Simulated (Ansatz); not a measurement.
Input and command of a plane-wave DFT calculation in Ansatz:

```yaml
crystal:
  lattice:
    - [3.1799996605, 0.0, 0.0]
    - [-1.5899998303, 2.75396049, 0.0]
    - [0.0, 0.0, 5.166]
  atoms:
    - { symbol: Ga, position: [0.3228111146, 0.6589638679, 0.0] }
    - { symbol: Ga, position: [0.6771888854, 0.3410361321, 0.5] }
    - { symbol: "N", position: [0.3418463624, 0.6728986364, 0.375] }
    - { symbol: "N", position: [0.6581536376, 0.3271013636, 0.875] }
basis:
  ecutwfc: 500
kpoints:
  mp_grid: { grid: [12, 12, 6] }
hamiltonian:
  xc: r2scan
scf:
  occupations: { method: gaussian, width: 0.05 }
output:
  forces: true
  stress: true
  eigenvalues: true
```

```bash
ansatz run input.yaml --threads 2 --pin off --max-ram 5120MiB --backend cpu --events-out ev --progress --plain --runs-dir out
```

Processor: AMD EPYC 9R45 96-Core Processor (Zen 5), 2 threads, on a host shared with other jobs.

Question: Estimate time, memory and problem size.

Answer: About 11 s on 2 threads of AMD EPYC 9R45 96-Core Processor (Zen 5) (shared host), peak memory 0.76 GiB. It solves 22 bands at 296 k points (the mesh reduced by symmetry) with about 1129 plane waves, in 7 SCF iterations.
